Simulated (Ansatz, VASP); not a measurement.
**One calculation of W, two programs**

INCAR

```
PREC = Accurate ; ENCUT = 520
EDIFF = 1E-7 ; ISMEAR = -1
SIGMA = 0.03 ; LREAL = False
LASPH = True ; NELM = 60
ALGO = Normal ; ISIF = 2
LWAVE = False ; LCHARG = False
GGA = PE ; NBANDS = 13
```

KPOINTS

```
Automatic mesh
0
Gamma
  14 14 14
```

POSCAR

```
W
1.0
   -1.5973000000      1.5973000000      1.5973000000
    1.5973000000     -1.5973000000      1.5973000000
    1.5973000000      1.5973000000     -1.5973000000
W
1
Direct
    0.0000000000      0.0000000000      0.0000000000
```

Input for Ansatz:

```yaml
crystal:
  lattice:
    - [-1.5973, 1.5973, 1.5973]
    - [1.5973, -1.5973, 1.5973]
    - [1.5973, 1.5973, -1.5973]
  atoms:
    - { symbol: W, position: [0.0, 0.0, 0.0] }
kpoints:
  mp_grid: { grid: [14, 14, 14] }
  band_path:
    path:
      - [0.0, 0.0, 0.0]
      - [0.5, -0.5, 0.5]
      - [0.0, 0.0, 0.5]
      - [0.0, 0.0, 0.0]
      - [0.25, 0.25, 0.25]
      - [0.5, -0.5, 0.5]
      - [0.25, 0.25, 0.25]
      - [0.0, 0.0, 0.5]
    npoints: 8
scf:
  occupations: { method: fermi_dirac, width: 0.03 }
hamiltonian:
  xc: pbe
  pseudopotentials: { kind: all_electron, lapw: { basis_error: 0.001 } }
output:
  forces: true
  stress: true
  eigenvalues: true
  populations: true
  dos: { projected: true, de: 0.2, e_range: [-14, 8] }
```

Alike in both runs: task single point; functional PBE; k mesh 14 × 14 × 14; occupations fermi-dirac, width 0.03 eV; no spin polarisation.

|  | VASP | Ansatz |
| --- | --- | --- |
| version | VASP 6.6.1 | Ansatz 0.2.0 |
| potentials or method | VASP PAW PBE potentials, release 64 (W_sv) | all-electron LAPW, scalar-relativistic |
| plane-wave cutoff (eV) | 520 | see its input |

```csv
,VASP,Ansatz,Ansatz less VASP
pressure (GPa),-2.1,-2.5,-0.36
```

Ansatz ran all-electron here, so the differences hold the error of VASP's frozen core and of both bases.

Spin-orbit coupling is left out, which matters for the levels of W.
